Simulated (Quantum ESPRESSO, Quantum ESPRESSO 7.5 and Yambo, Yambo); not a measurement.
**KCl (Sylvite): G0W0 on several meshes in Yambo**

Aim: the GW shift of KCl (Sylvite) against the k mesh.

Main program and level: Quantum ESPRESSO 7.5 and Yambo 5.3.0; PBE and many-body steps on it, plane waves.

## Step 1: The starting structure

The structure is cubic, space group Fm-3m (No. 225). The conventional cell has a = 6.293 Å, b = 6.293 Å, c = 6.293 Å, α = 90.00°, β = 90.00°, γ = 90.00°. Nearest to K lie 6 Cl at 3.15 Å. Cl has 6 K at 3.15 Å nearest. Farther neighbours and most contacts between anions are not listed.

The cell and positions come from the Crystallography Open Database and are kept as given unless a step says otherwise.

## Step 2: Empty states on the mesh, 4×4×4 mesh, 743 bands

This step: Quantum ESPRESSO 7.5; DFT, PBE, plane waves, norm-conserving pseudopotentials.

The sums over transitions need many empty states on a uniform mesh; this step solves for them.

Input file pw.in:

```
&control
  calculation = 'nscf'
  prefix = 'x'
  outdir = 'o'
  pseudo_dir = 'pseudo'
/
&system
  ibrav = 0
  nat = 2
  ntyp = 2
  ecutwfc = 66.0
  nbnd = 743
  force_symmorphic = .true.
/
&electrons
  conv_thr = 1e-9
  electron_maxstep = 80
  diago_full_acc = .true.
  diago_thr_init = 5e-6
/
ATOMIC_SPECIES
  K 39.098 K.upf
  Cl 35.45 Cl.upf
CELL_PARAMETERS angstrom
  -0.0000000000 3.1464700000 3.1464700000
  3.1464700000 0.0000000000 3.1464700000
  3.1464700000 3.1464700000 -0.0000000000
ATOMIC_POSITIONS crystal
  K 0.0000000000 0.0000000000 0.0000000000
  Cl 0.5000000000 0.5000000000 0.5000000000
K_POINTS automatic
  4 4 4 0 0 0
```

Command:

```sh
$ OMP_NUM_THREADS=1 mpirun -n 4 pw.x -nk 4 -in pw.in > pw.out
```

The program printed:

```text
Program PWSCF v.7.5 starts

     This program is part of the open-source Quantum ESPRESSO suite
     for quantum simulation of materials; please cite
         "P. Giannozzi et al., J. Phys.:Condens. Matter 21 395502 (2009);
         "P. Giannozzi et al., J. Phys.:Condens. Matter 29 465901 (2017);
         "P. Giannozzi et al., J. Chem. Phys. 152 154105 (2020);
     in publications or presentations arising from this work. More details at

     Atomic positions and unit cell read from directory:
     o/x.save/

     Message from routine setup:
[...]
55.3085  56.2237  56.2237  56.2615  60.4230  60.4230  60.9455  60.9455
     [... 81 further rows ...]
   292.5602 292.6266 293.1015 293.1524 293.2644 293.2644 293.5957 293.5957
   293.8413 293.8413 293.9484 293.9484 294.2981 294.4234 294.5244

          k = 0.3536 0.0000 0.0000 (  3831 PWs)   bands (ev):

     [... further k-points ...]

     highest occupied, lowest unoccupied level (ev):     0.9045    6.0941

     XML data file, pseudopotentials, collected wavefunctions

=------------------------------------------------------------------------------=
   JOB DONE.
=------------------------------------------------------------------------------=
```

It took 2.2 min on 4 MPI ranks of Intel Xeon Platinum 8259CL at 2.50GHz (Skylake/Cascade Lake), shared host; peak memory 1.5 GiB; 8.7 min of CPU time.

Numbers from this step:

* gap: 5.190 eV
* k of the valence top: 0, 0, 0
* k of the conduction bottom: 0, 0, 0
* least direct gap: 5.190 eV
* k points computed: 8
* lowest point of the top converged band, above the valence top: 292.3800 eV

On this mesh the gap is 5.190 eV.

The density comes from a self-consistent run that is not shown.

## Step 3: Conversion and set-up

This step: Yambo 5.3.0; conversion and set-up on PBE, plane waves, norm-conserving pseudopotentials.

The states are converted to the many-body program's format and the q mesh is built.

Command:

```sh
$ (cd o/x.save; p2y > p2y.log; mv SAVE ../..); yambo > setup.log
```

The program printed:

```text
 Yambo, version 5.3.0

 [02] CORE Variables Setup
 =========================

  [02.01] Unit cells
  ==================

  Cell kind             :  FCC
  Atoms in the cell     :  K  Cl
  number of K  atoms    :  1
  number of Cl atoms    :  1

  List of atomic masses
  Mass of K     :  39.09800
  Mass of Cl    :  35.45000

  List of atomic coordinates    : [cc]
  K1       :  0.000000  0.000000  0.000000  order 1
  Cl1       :  5.945967  5.945967  5.945967  order 2

  Alat factors          :  5.945967  5.945967  5.945967 [a.u.]
  Direct lattice volume :  420.4336 [a.u.]
[...]
==========================================

 IBZ Q-points                                      :   8
 BZ  Q-points                                      :   64

 K/Q-points units:
 rlu = crystal or reduced units; cc = cartesian coordinates; iku = interal k-units

 Q [1]          [rlu]:  0.000000  0.000000  0.000000
 Q [2]          [rlu]: -0.15791E-17 -0.15791E-17  0.25000
 Q [3]          [rlu]:  0.17883E-18  0.17883E-18 -0.50000
[...]
Q [7]          [rlu]: -0.10257E-16 -0.50000     -0.50000
 Q [8]          [rlu]:  0.250000 -0.500000 -0.250000

  [03.01] X indexes
  =================

   [03.01.01] Sigma indexes
   ========================

 [06] Game Over & Game summary
```

Elapsed: 4 s, on 1 MPI rank; peak memory 0.25 GiB.

## Step 4: 4×4×4

Now the one-shot GW correction: screening in the RPA, then the self-energy of the levels asked for.

This step: G0W0 on PBE, plane waves, norm-conserving pseudopotentials.

Input file gw2.in:

```
HF_and_locXC
gw0
dyson
ppa
em1d
rim_cut
RandQpts= 1000000
RandGvec= 1 RL
EXXRLvcs= 66 Ry
VXCRLvcs= 264 Ry
Chimod= "HARTREE"
% BndsRnXp
 1 | 307 |
%
NGsBlkXp= 17 Ry
% LongDrXp
 1 | 1 | 1 |
%
% GbndRnge
 1 | 307 |
%
DysSolver= "n"
ExtendOut
PPAPntXp= 27.21138 eV
% QPkrange
 1 | 1 | 7 | 10 |
%
```

Command:

```sh
$ OMP_NUM_THREADS=1 mpirun -n 4 yambo -F gw2.in -J gw2 -C gw2 > gw2.log
```

The program printed:

```text
 Yambo, version 5.3.0

 [02] CORE Variables Setup
 =========================

  [... cell, symmetries and grids as in the set-up ...]

  [02.05] Energies & Occupations
  ==============================

  [X] === General ===
  [X] Electronic Temperature                        :  0.000000  0.000000 [eV K]
  [X] Bosonic    Temperature                        :  0.000000  0.000000 [eV K]
  [X] Finite Temperature mode                       : no
  [X] El. density                                   :  0.25681E+24 [cm-3]
  [X] Fermi Level                                   :  0.904510 [eV]

  [X] === Gaps and Widths ===
  [X] Conduction Band Min                           :  5.189547 [eV]
  [X] Valence Band Max                              :  0.000000 [eV]
  [X] Filled Bands                                  :   8
  [X] Empty Bands                                   :     9   743
  [X] Direct Gap                                    :  5.189547 [eV]
  [X] Direct Gap localized at k                     :  1
  [X] Indirect Gap                                  :  5.189547 [eV]
  [X] Indirect Gap between kpts                     :  1  1
  [X] Last valence band width                       :  0.471834 [eV]
  [X] 1st conduction band width                     :  2.840959 [eV]

 [03] Transferred momenta grid and indexing
 ==========================================

 IBZ Q-points                                      :   8
 BZ  Q-points                                      :   64

 K/Q-points units:
 rlu = crystal or reduced units; cc = cartesian coordinates; iku = interal k-units

 Q [1]          [rlu]:  0.000000  0.000000  0.000000
 Q [2]          [rlu]: -0.15791E-17 -0.15791E-17  0.25000
 Q [3]          [rlu]:  0.17883E-18  0.17883E-18 -0.50000
 Q [4]          [rlu]:  0.51284E-17  0.25000      0.25000
 Q [5]          [rlu]: -0.24866E-16  0.25000      0.50000
 Q [6]          [rlu]:  0.31581E-17  0.25000     -0.25000
 Q [7]          [rlu]: -0.10257E-16 -0.50000     -0.50000
 Q [8]          [rlu]:  0.250000 -0.500000 -0.250000

 [04] Coloumb potential Random Integration (RIM)
 ===============================================

  [04.01] RIM initialization
  ==========================

  * Diagonal components only detected *

  8 x (sBL volume)        :  0.073748 [a.u.]
  sBZ random points       :  1000000
  Points outside the sBZ  :   7999624
  RL volume               :  0.589987 [a.u.]
  Integrated volume       :  0.590014 [a.u.]

  [04.02] RIM integrals
  =====================

  Gamma point sphere radius             :  0.076068 [a.u.]
  Points outside the sphere             :   799635
  [Int_sBZ(q=0) 1/q^2]*(Vol_sBZ)^(-1/3) =:  7.763403
                                 should be <:  7.795600

  Summary of Coulomb integrals for non-metallic bands |Q|[au] RIM/Bare

  Q [1] 0.100000E-4 0.995870 * Q [2] 0.228785 1.064378
  Q [4] 0.264178 1.063960 * Q [6] 0.373605 1.026260
  Q [5] 0.438090 1.019161 * Q [3] 0.457571 1.016674
  Q [7] 0.528357 1.013019 * Q [8] 0.590721 1.010006

 [WARNING] [Xp] User bands 1-307 break level degeneracy

 [05] Dipoles
 ============

  [05.01] Setup: observables and procedures
  =========================================

 [06] Dynamic Dielectric Matrix (PPA)
 ====================================

 [WR./gw2//ndb.pp]---------------------------------------------------------------
  Brillouin Zone Q/K grids (IBZ/BZ)                :    8   64    8   64
  RL vectors                                       :   4645 [WF]
  Coulomb cutoff potential                         : none
  Electronic Temperature                           :  0.000000 [K]
  Bosonic    Temperature                           :  0.000000 [K]
  PPA    diel. fun.  energies                      : Perdew, Burke & Ernzerhof(X)+Perdew, Burke & Ernzerhof(C)
  wavefunctions                                    : Perdew, Burke & Ernzerhof(X)+Perdew, Burke & Ernzerhof(C)
  Global Gauge                                     : length
  X matrix size                                    :   537
  X band range                                     :    1  307
  X e/h energy range                               : -1.000000 -1.000000 [eV]
  X Time ordering                                  : R
  X Hxc Kernel                                     : HARTREE
  X Drude frequency                                :  0.000000  0.000000
  X poles                                          :  100.0000 [o/o]
  RL vectors in the sum                            :   4645
  [r,Vnl] included                                 : yes
  Field direction                                  :  0.577350E-5  0.577350E-5  0.577350E-5
  BZ energy Double Grid                            : no
  BZ energy DbGd points                            : 0
  BZ Q point size factor                           : -1.000000
  X Optical Averaged directions                    : none

 [07] Local Exchange-Correlation + Non-Local Fock
 ================================================

 [VXC] Plane waves :  30467
 [EXS] Plane waves :   3943

 QP @ state[ 1 ] K range:  1  1
 QP @ state[ 1 ] b range:   7  10

 [xc] Functional : Perdew, Burke & Ernzerhof(X)+Perdew, Burke & Ernzerhof(C)
 [xc] LIBXC used to calculate xc functional
  PP Number of Atomic Species                      :  2
  NLCC RL compoments                               :  30467
  PP Number of Atomic Species                      :  2
  NLCC RL compoments                               :  30467

 [xc] E_xc :  -7.315493 [Ha]
      E_xc :  -14.63099 [Ry]

  Local XC kind (lXC) : Perdew, Burke & Ernzerhof(X)+Perdew, Burke & Ernzerhof(C)
  Non-Local XC kind (nlXC) : Hartree-Fock

  Corrections @ K [1] :  [eV]
 <7|nlXC|7> = -18.61843  0.36386E-17 <7|lXC|7> = -14.14755  0.000000
 <8|nlXC|8> = -18.61839  0.63390E-17 <8|lXC|8> = -14.14755 -0.75527E-15
 <9|nlXC|9> = -3.270736  0.26382E-18 <9|lXC|9> = -6.954806 -0.18882E-15
 <10|nlXC|10> = -4.064588  0.12840E-17 <10|lXC|10> = -8.956462  0.47204E-16

 [08] Dyson equation: Newton solver
 ==================================

  [08.01] G0W0 (W PPA)
  ====================

  [  GW  ] Bands range     :    1  307
  [GW/PPA] G damping       :  0.100000 [eV]

  QP @ state[ 1 ] K range:  1  1
  QP @ state[ 1 ] b range:   7  10

   Sc/G bands                                       :    1  307
   Sc/G damping                                     :  0.100000 ev
   Sc bands terminator                              : no
   Sx RL components                                 :   3943

   QP @ state[ 1 ] K range                          :  1  1
   QP @ state[ 1 ] b range                          :   7  10
   GF energies kind                                 : Perdew, Burke & Ernzerhof(X)+Perdew, Burke & Ernzerhof(C)
   GF WF`s kind                                     : Perdew, Burke & Ernzerhof(X)+Perdew, Burke & Ernzerhof(C)
   Xs energies kind                                 : Perdew, Burke & Ernzerhof(X)+Perdew, Burke & Ernzerhof(C)
   Xs WF`s kind                                     : Perdew, Burke & Ernzerhof(X)+Perdew, Burke & Ernzerhof(C)

 [11] Game Over & Game summary
```

Run time: 10 min. Hardware: 4 MPI ranks; peak memory 2.2 GiB.

Numbers from this step:

```
G0W0 gap on the points computed              : 8.190 eV
starting gap on the mesh                     : 5.190 eV
k of the valence top                         : 0, 0, 0
k of the conduction bottom                   : 0, 0, 0
least direct G0W0 gap on the computed points : 8.190 eV
Z at the valence top                         : 0.8156
Z at the conduction bottom                   : 0.8785
```

The gap on the mesh goes from 5.19 eV to 8.19 eV, a correction of +3.00 eV.

## Step 5: Empty states on the mesh, 2×2×2 mesh, 307 bands

This step: Quantum ESPRESSO 7.5; DFT, PBE, plane waves, norm-conserving pseudopotentials.

pw.in, as its differences from that of step 2:

```diff
@@ -11,3 +11,3 @@
   ecutwfc = 66.0
-  nbnd = 743
+  nbnd = 307
   force_symmorphic = .true.
@@ -31,2 +31,2 @@
 K_POINTS automatic
-  4 4 4 0 0 0
+  2 2 2 0 0 0
```

Command:

```sh
$ OMP_NUM_THREADS=1 mpirun -n 4 pw.x -nk 4 -in pw.in > pw.out
```

The program printed:

```text
[banner, memory and clock lines left out]
Program PWSCF v.7.5 starts

     Atomic positions and unit cell read from directory:
     o/x.save/

     Message from routine setup:
     using ibrav=0 with symmetry is DISCOURAGED, use correct ibrav instead

     Message from routine divide_et_impera:
     suboptimal parallelization: some nodes have no k-points

     G-vector sticks info

     bravais-lattice index     =            0
     lattice parameter (alat)  =       8.4089  a.u.
     unit-cell volume          =     420.4336 (a.u.)^3
     number of atoms/cell      =            2
[...]
[... 27 further rows ...]
[...]
160.2309 160.3426 160.3426

          k =-0.3536-0.3536 0.3536 (  3798 PWs)   bands (ev):

[...]
[... 27 further rows ...]
[...]
160.3251 160.9908 160.9908

          k =-0.7071 0.0000 0.0000 (  3812 PWs)   bands (ev):

[...]
54.7003  58.4011  59.0768  59.2564  59.8554  59.8554  61.0034  61.0034
     [... 27 further rows ...]
   157.7032 157.7032 157.8200 157.8414 158.2173 158.2173 158.6697 158.6912
   160.1674 160.1674 160.3753

     highest occupied, lowest unoccupied level (ev):     0.9045    6.0941

     XML data file, pseudopotentials, collected wavefunctions
```

Elapsed: 14 s, on 4 MPI ranks; peak memory 0.55 GiB.

This step gave:

```yaml
gap: 5.190 eV
k_of_the_valence_top: 0, 0, 0
k_of_the_conduction_bottom: 0, 0, 0
least_direct_gap: 5.190 eV
k_points_computed: 3
lowest_point_of_the_top_converged_band_above_the_valence_top: 159.4381 eV
```

On this mesh the gap is 5.190 eV.

(Continued in part 2 of 2.)

[Paths, hosts, dates, memory and timing lines, banners, echoed tables and standing remarks are left out of the program output.]

[Logs are printed without paths, hosts, clocks, repeated set-up lines and the standing remarks that a program may print on its own settings, such as how far it seeks lower states.]

[Runs of the session that timed out or met a known fault of the program may be left out.]

[Hosts, paths, dates, database ids (printed as entryN), source tags and the programs' standing remarks are cut or masked in the printed files.]
